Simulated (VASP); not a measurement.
# WC (Qusongite) (P-6m2) in VASP: notebook

The runs below take WC (Qusongite) through band structure, with optPBE-vdW, RPBE, PBE.

All numbers are computed with VASP 6.6.1; they aren't measurements. Logs are shortened: lines on timing, memory, paths and dates and some standing lists are left out, and cuts for length are marked.

## 1. The crystal as given

The structure is hexagonal, space group P-6m2 (No. 187). Conventional cell: a = 2.907 Å, b = 2.907 Å, c = 2.837 Å, α = 90.00°, β = 90.00°, γ = 120.00°. W (site symmetry -6m2) has 6 C at 2.20 Å as nearest neighbours. C (site symmetry -6m2) has 6 W at 2.20 Å as nearest neighbours.

## 2. Band structure, optPBE-vdW

run.py reads:

```python
from ase.calculators.vasp import Vasp
from ase.dft.bandgap import bandgap
from ase.io import read

atoms = read('WC.cif')
calc = Vasp(
    directory='calc',
    xc='optpbe-vdw',
    pp='PBE',
    setups='minimal',
    prec='Accurate',
    encut=500,
    ediff=1e-06,
    ismear=-1,
    sigma=0.1,
    lreal=False,
    lasph=True,
    nelm=100,
    algo='Normal',
    isif=2,
    lwave=False,
    lcharg=True,
    lmaxmix=4,
    kpts=[10, 10, 9],
    gamma=True,
    nbands=12,
)
atoms.calc = calc

print('energy (eV):', atoms.get_potential_energy())
print('free energy (eV):', atoms.get_potential_energy(force_consistent=True))
efermi = calc.get_fermi_level()
print('Fermi level (eV):', efermi)
path = atoms.cell.bandpath(npoints=60, eps=1e-4)
print('path:', path.path)
calc.set(kpts=path.kpts, reciprocal=True, icharg=11, isym=0, lcharg=False)
calc.calculate(atoms)
print('gap on the path (eV):', bandgap(calc, efermi=efermi)[0])
print('direct gap on the path (eV):', bandgap(calc, efermi=efermi, direct=True)[0])
```

WC.cif reads:

```cif
data_WC
_cell_length_a 2.90650000
_cell_length_b 2.90650000
_cell_length_c 2.83660000
_cell_angle_alpha 90.00000000
_cell_angle_beta 90.00000000
_cell_angle_gamma 120.00000000
_space_group_name_H-M_alt 'P1'
_space_group_name_Hall 'P 1'
_space_group_IT_number 1
loop_
_space_group_symop_operation_xyz
'x,y,z'
loop_
_atom_site_label
_atom_site_type_symbol
_atom_site_symmetry_multiplicity
_atom_site_Wyckoff_symbol
_atom_site_fract_x
_atom_site_fract_y
_atom_site_fract_z
_atom_site_occupancy
W1 W 1 a 0.0000000000 0.0000000000 0.0000000000 1
C1 C 1 a 0.6666666667 0.3333333333 0.5000000000 1
```

Potentials or basis: VASP PAW PBE potentials, release 64 (W, C).

Started as:

```console
> python run.py
```

Standard output:

```text
<dir> UserWarning: vdW has been enabled, however no location for the vdw_kernel.bindat file has been specified. Set ASE_VASP_VDW environment variable to copy the vdW kernel.
  warnings.warn(
energy (eV): -18.473315
free energy (eV): -18.47715491
Fermi level (eV): 8.31705177
path: GMKGALHA,LM,KH
gap on the path (eV): 0.0
direct gap on the path (eV): 0.0
```

OUTCAR:

```text
ENCUT = 500.000000
   EDIFF = 1.00e-06
   GGA = OR
   PREC = Accurate
   ICHARG = 11
   ISIF = 2
   ISMEAR = -1
   ISYM = 0
   NELM = 100
   LASPH = .TRUE.
   LREAL = .FALSE.

 ion  position               nearest neighbor table
   1  0.000  0.000  0.000-   2 2.20   2 2.20   2 2.20   2 2.20   2 2.20   2 2.20
   2  0.667  0.333  0.500-   1 2.20   1 2.20   1 2.20   1 2.20   1 2.20   1 2.20

IMPORTANT INFORMATION: All symmetrisations will be switched off!
NOSYMM: (Re-)initialisation of all symmetry stuff for point group C_1.

----------------------------------------------------------------------------------------

                                     Primitive cell

  volume of cell :      20.7525

  direct lattice vectors                    reciprocal lattice vectors
     2.906500000  0.000000000  0.000000000     0.344056425  0.198641070  0.000000000
    -1.453250000  2.517102836  0.000000000     0.000000000  0.397282139  0.000000000
     0.000000000  0.000000000  2.836600000     0.000000000  0.000000000  0.352534725

  length of vectors
     2.906500000  2.906500000  2.836600000     0.397282139  0.397282139  0.352534725

  position of ions in fractional coordinates (direct lattice)
     0.000000000  0.000000000  0.000000000
     0.666666667  0.333333333  0.500000000

  ion indices of the primitive-cell ions
   primitive index   ion index
                 1           1
                 2           2

----------------------------------------------------------------------------------------

 KPOINTS: KPOINTS created by Atomic Simulation Env

Read explicit list of k-points.

 Found     60 k-points:

 Following reciprocal coordinates:
            Coordinates               Weight
  0.000000  0.000000  0.000000      0.016667
  0.083333  0.000000  0.000000      0.016667
  0.166667  0.000000  0.000000      0.016667
  0.250000  0.000000  0.000000      0.016667
  0.333333  0.000000  0.000000      0.016667
  0.416667  0.000000  0.000000      0.016667
[... 16 lines left out ...]
  0.000000  0.000000  0.416667      0.016667
  0.000000  0.000000  0.500000      0.016667
 [... further k-points ...]
   k-points           NKPTS =     60   k-points in BZ     NKDIM =     60   number of bands    NBANDS=     12
   number of dos      NEDOS =    301   number of ions     NIONS =      2
   total plane-waves  NPLWV =  13824
   dimension x,y,z NGX =    24 NGY =   24 NGZ =   24
   dimension x,y,z NGXF=    48 NGYF=   48 NGZF=   48
   ions per type =               1   1
   NGX,Y,Z   is equivalent  to a cutoff of  13.73, 13.73, 14.07 a.u.
   NGXF,Y,Z  is equivalent  to a cutoff of  27.46, 27.46, 28.13 a.u.
 SYSTEM =  unknown system
   PREC   = accura    normal or accurate (medium, high low for compatibility)
   ISTART =      0    job   : 0-new  1-cont  2-samecut
   ICHARG =     11    charge: 1-file 2-atom 10-const
   ISPIN  =      1    spin polarized calculation?
   LNONCOLLINEAR =      F non collinear calculations
   LSORBIT =      F    spin-orbit coupling
   LASPH  =      T    aspherical Exc in radial PAW
   ENCUT  =  500.0 eV  36.75 Ry    6.06 a.u.   5.30  5.30  5.17*2*pi/ulx,y,z
   NELM   =    100;   NELMIN=  2; NELMDL=  0     # of ELM steps
   EDIFF  = 0.1E-05   stopping-criterion for ELM
   LREAL  =      F    real-space projection
   EDIFFG = 0.1E-04   stopping-criterion for IOM
   NSW    =      0    number of steps for IOM
   IBRION =     -1    ionic relax: 0-MD 1-quasi-New 2-CG
   NFREE  =      0    steps in history (QN), initial steepest desc. (CG)
   ISIF   =      2    stress and relaxation
   ISYM   =      0    0-nonsym 1-usesym 2-fastsym
   POTIM  = 0.5000    time-step for ionic-motion
   TEBEG  =    0.0;   TEEND  =   0.0 temperature during run
   PSTRESS=    0.0 pullay stress
   NELECT =      10.0000    total number of electrons
   NUPDOWN=      -1.0000    fix difference up-down
   EMIN   =  10.00;   EMAX   =-10.00  energy-range for DOS
   EFERMI =   0.00;   METHOD = LEGACY
   ISMEAR =    -1;   SIGMA  =   0.10  broadening in eV -4-tet -1-fermi 0-gaus
   EFERMI_NEDOS =   21; number of points for ismear=-14 and -15
   IALGO  =     38    algorithm
   IMIX   =      4    mixing-type and parameters
     AMIX     =   0.40;   BMIX     =  1.00
     AMIX_MAG =   1.60;   BMIX_MAG =  1.00
  volume/ion in A,a.u.               =      10.38        70.02
  Fermi-wavevector in a.u.,A,eV,Ry     =   1.283468  2.425403 22.412742  1.647290
  Thomas-Fermi vector in A             =   2.415719
   LORBIT       =      0    0 simple, 1 ext, 2 COOP (PROOUT), +10 PAW based schemes
   GGA     = OR    functional components
   LHFCALC =     F    Hartree Fock is set to
   AEXX    =    0.0000 exact exchange contribution
   IVDW_NL    =     1    kernel type
   BPARAM     = 6.3000
   IVDW    =     0    specifies the selected vdW correction
   LEPSILON=     F    determine dielectric tensor
   LRPA    =     F    only Hartree local field effects (RPA)
 non-spin polarized calculation
  energy-cutoff  :      500.00
  volume of cell :       20.75
 maximum number of plane-waves:       545
 NGX is ok and might be reduce to    24

 number of electron      10.0000000 magnetization

 Free energy of the ion-electron system (eV)
  ---------------------------------------------------
  ext. energy  EPLUGINS =         0.00000000
  ---------------------------------------------------
  free energy    TOTEN  =       -17.67396919 eV

  energy without entropy =      -17.64782327  energy(sigma->0) =      -17.66089623

 E-fermi :   8.5374     XC(G=0): -13.3127

 val. band max:        8.5266377047   @ k =   0.5000   0.0000   0.4286
 cond. band min:       8.5880655546   @ k =   0.0000   0.0000   0.1667
 fundamental gap:      0.0614278499
 Fermi energy:         8.5373544202

 k-point     1 :       0.0000    0.0000    0.0000
  band No.  band energies     occupation
      1      -6.0626      2.00000
      2       4.0375      2.00000
      3       4.9813      2.00000
      4       4.9813      2.00000
      5       8.4341      1.47465
      6      11.4638      0.00000
      7      11.4638      0.00000
      8      13.9022      0.00000
      9      13.9022      0.00000
     10      14.8885      0.00000
     11      23.0134      0.00000
     12      25.3981      0.00000

 k-point     2 :       0.0833    0.0000    0.0000
  band No.  band energies     occupation
      1      -5.8901      2.00000
      2       4.0844      2.00000
      3       4.7498      2.00000
      4       5.1512      2.00000
      5       7.8986      1.99664
      6      11.3999      0.00000
      7      12.0576      0.00000
      8      13.5420      0.00000
      9      13.7786      0.00000
     10      15.4143      0.00000
     11      22.6525      0.00000
     12      25.7770      0.00000

 k-point     3 :       0.1667    0.0000    0.0000
  band No.  band energies     occupation
      1      -5.3992      2.00000
      2       3.6700      2.00000
      3       4.7585      2.00000
      4       5.6315      2.00000
      5       6.9223      2.00000
      6      11.2299      0.00000
      7      12.7335      0.00000
      8      13.1613      0.00000
      9      13.4749      0.00000
     10      16.6264      0.00000
     11      22.3322      0.00000
     12      26.8070      0.00000

 k-point     4 :       0.2500    0.0000    0.0000
  band No.  band energies     occupation
      1      -4.6691      2.00000
      2       2.8439      2.00000
      3       5.0908      2.00000
      4       6.0057      2.00000
      5       6.3289      2.00000
      6      11.0076      0.00000
      7      12.0227      0.00000
      8      13.1344      0.00000
      9      14.1571      0.00000
     10      17.7872      0.00000
     11      22.6737      0.00000
     12      26.8783      0.00000

 k-point     5 :       0.3333    0.0000    0.0000
  band No.  band energies     occupation
      1      -3.8355      2.00000
      2       2.0848      2.00000
      3       5.1659      2.00000
      4       5.2973      2.00000
      5       7.0778      2.00000
      6      10.7956      0.00000
      7      11.9721      0.00000
      8      12.8825      0.00000
      9      14.8101      0.00000
     10      18.3194      0.00000
     11      23.3794      0.00000
     12      25.3592      0.00000
[... 228 lines left out ...]
      1      -4.7172      2.00000
      2       2.7201      2.00000
      3       5.6024      2.00000
      4       5.6024      2.00000
      5       8.9214      0.04206
      6       8.9214      0.04205
      7       9.2718      0.00129
      8      14.2387      0.00000
      9      14.2387      0.00000
     10      15.9569      0.00000
     11      24.4985      0.00000
     12      27.2635      0.00000

 k-point    22 :       0.0000    0.0000    0.3333
  band No.  band energies     occupation
      1      -3.8045      2.00000
      2       1.5940      2.00000
      3       5.9560      2.00000
      4       5.9560      2.00000
      5       8.1991      1.93432
      6       8.1991      1.93432
      7      10.3655      0.00000
      8      13.6658      0.00000
      9      13.6658      0.00000
     10      16.6814      0.00000
     11      23.3174      0.00000
     12      28.5574      0.00000

 k-point    23 :       0.0000    0.0000    0.4167
  band No.  band energies     occupation
      1      -2.8184      2.00000
      2       0.4295      2.00000
      3       6.2142      2.00000
      4       6.2142      2.00000
      5       7.8053      1.99868
      6       7.8053      1.99868
      7      11.4384      0.00000
      8      13.1126      0.00000
      9      13.1126      0.00000
     10      17.6546      0.00000
     11      21.6110      0.00000
     12      27.0361      0.00000

 k-point    24 :       0.0000    0.0000    0.5000
  band No.  band energies     occupation
      1      -2.2179      2.00000
      2      -0.2378      2.00000
      3       6.2965      2.00000
      4       6.2965      2.00000
      5       7.7020      1.99953
      6       7.7020      1.99953
      7      11.9006      0.00000
      8      12.8846      0.00000
      9      12.8846      0.00000
     10      18.5112      0.00000
     11      20.3941      0.00000
     12      26.4087      0.00000

 [... further k-points ...]
[... 5 lines left out ...]
  --------------------------------------------------------------------------------------
  -------------------------------------------------------------------------------------
  Total        3.4509523      2.2734352      2.1444505      0.7763096      0.0009889     -0.0004037
  in kB      266.4281741    175.5188560    165.5606910     59.9344025      0.0763481     -0.0311700
  external PRESSURE =     202.5025737 kB  Pullay stress =       0.0000000 kB

 VOLUME and BASIS-vectors are now :
 -----------------------------------------------------------------------------
  energy-cutoff  :      500.00
  volume of cell :       20.75
      direct lattice vectors                 reciprocal lattice vectors
     2.906500000  0.000000000  0.000000000     0.344056425  0.198641070  0.000000000
    -1.453250000  2.517102836  0.000000000     0.000000000  0.397282139  0.000000000
     0.000000000  0.000000000  2.836600000     0.000000000  0.000000000  0.352534725

 POSITION                                       TOTAL-FORCE (eV/Angst)
 -----------------------------------------------------------------------------------
      0.00000      0.00000      0.00000        -0.111612     -0.168522     -0.000003
      1.45325      0.83903      1.41830         0.111612      0.168522      0.000003
 -----------------------------------------------------------------------------------
    total drift:                                0.244006      0.081101     -0.000015

  FREE ENERGIE OF THE ION-ELECTRON SYSTEM (eV)
  ---------------------------------------------------
  free  energy   TOTEN  =       -17.6739691879 eV

  energy  without entropy=      -17.6478232653  energy(sigma->0) =      -17.66089623

Total vdW correction in eV:      1.0789242
```

INCAR:

```text
AGGAC = 0.000000
ENCUT = 500.000000
SIGMA = 0.100000
EDIFF = 1.00e-06
ALGO = Normal
GGA = OR
PREC = Accurate
ICHARG = 11
ISIF = 2
ISMEAR = -1
ISYM = 0
LMAXMIX = 4
NBANDS = 12
NELM = 100
LASPH = .TRUE.
LCHARG = .FALSE.
LUSE_VDW = .TRUE.
LWAVE = .FALSE.
LREAL = .FALSE.
```

Wall time 26 s (1 thread of AMD EPYC 9R45 (Zen 5), shared host); peak memory 0.24 GiB.

Results:

- Band gap along the path: none (metal or under the smearing width)

Levels at the corners of the path, in eV from the Fermi level:
```tsv
point	band 2	band 3	band 4	band 5	band 6	band 7	band 8	band 9
Γ	-4.28	-3.34	-3.34	0.12	3.15	3.15	5.59	5.59
M	-6.99	-3.61	-3.54	-0.44	2.28	4.43	4.78	6.88
K	-6.50	-4.51	-3.45	0.59	0.94	2.04	3.22	9.10
Γ	-4.28	-3.34	-3.34	0.12	3.15	3.15	5.59	5.59
A	-8.55	-2.02	-2.02	-0.62	-0.62	3.58	4.57	4.57
L	-6.41	-4.30	-4.15	0.30	4.31	5.16	6.65	9.08
H	-7.14	-5.38	-1.61	-0.68	4.32	6.30	7.46	9.23
A	-8.55	-2.02	-2.02	-0.62	-0.62	3.58	4.57	4.57
L	-6.41	-4.30	-4.15	0.30	4.31	5.16	6.65	9.08
M	-6.99	-3.61	-3.54	-0.44	2.28	4.43	4.78	6.88
K	-6.50	-4.51	-3.45	0.59	0.94	2.04	3.22	9.10
H	-7.14	-5.38	-1.61	-0.68	4.32	6.30	7.46	9.23
```

Caveat: the log is that of the step along the path at fixed density, whose energy, stress, charges and moments have no meaning; the PAW data sets were made with another functional, which shifts forces and pressure a little; spin-orbit coupling is left out, which moves the levels of the heavy elements.

## 3. Band structure, RPBE

Changes to run.py since step 2:

```diff
@@ -4,12 +4,12 @@
 
-atoms = read('WC.cif')
+atoms = read('WC.cif', primitive_cell=True, subtrans_included=False)
 calc = Vasp(
     directory='calc',
-    xc='optpbe-vdw',
+    xc='rpbe',
     pp='PBE',
-    setups='minimal',
+    setups={'base': 'minimal', 'W': '_sv', 'C': '_h'},
     prec='Accurate',
-    encut=500,
+    encut=900,
     ediff=1e-06,
-    ismear=-1,
+    ismear=0,
     sigma=0.1,
@@ -25,3 +25,4 @@
     gamma=True,
-    nbands=12,
+    nbands=10,
+    nelect=18.5,
 )
@@ -33,3 +34,3 @@
 print('Fermi level (eV):', efermi)
-path = atoms.cell.bandpath(npoints=60, eps=1e-4)
+path = atoms.cell.bandpath(npoints=40, eps=1e-4)
 print('path:', path.path)
```

WC.cif reads:

```cif
data_WC
_cell_length_a 2.90650000
_cell_length_b 2.90650000
_cell_length_c 2.83660000
_cell_angle_alpha 90.00000000
_cell_angle_beta 90.00000000
_cell_angle_gamma 120.00000000
_space_group_name_H-M_alt 'P-6m2'
_space_group_name_Hall 'P -6 2'
_space_group_IT_number 187
loop_
_space_group_symop_operation_xyz
'x,y,z'
'-x+y,-x,-z'
'-y,x-y,z'
'x,y,-z'
'-x+y,-x,z'
'-y,x-y,-z'
'-y,-x,-z'
'x,x-y,z'
'-x+y,y,-z'
'-y,-x,z'
'x,x-y,-z'
'-x+y,y,z'
loop_
_atom_site_label
_atom_site_type_symbol
_atom_site_symmetry_multiplicity
_atom_site_Wyckoff_symbol
_atom_site_fract_x
_atom_site_fract_y
_atom_site_fract_z
_atom_site_occupancy
W1 W 1 a 0.0000000000 0.0000000000 0.0000000000 1
C1 C 1 f 0.6666666667 0.3333333333 0.5000000000 1
```

Potentials or basis: VASP PAW PBE potentials, release 64 (W_sv, C_h).

Started as:

```console
> python run.py
```

Run time: 23 s. Hardware: 1 thread of AMD EPYC 9R45 (Zen 5), shared host; peak memory 0.14 GiB.

The run converged, but some of its settings lie outside the range that counts as converged (typed here: NELECT = 18.500000; NBANDS = 10), so its numbers aren't taken as properties of the crystal.

Results:

- Band gap along the path: none (metal or under the smearing width)

Caveat: the cell is charged against a uniform background, so pressure and absolute levels hang on convention; the cutoff is under 1.25 times the usual one of these potentials, so pressure, stress and relaxed cells hold a basis-set (Pulay) error; the log is that of the step along the path at fixed density, whose energy, stress, charges and moments have no meaning; the PAW data sets were made with another functional, which shifts forces and pressure a little; spin-orbit coupling is left out, which moves the levels of the heavy elements.

(Continued in part 2 of 2.)
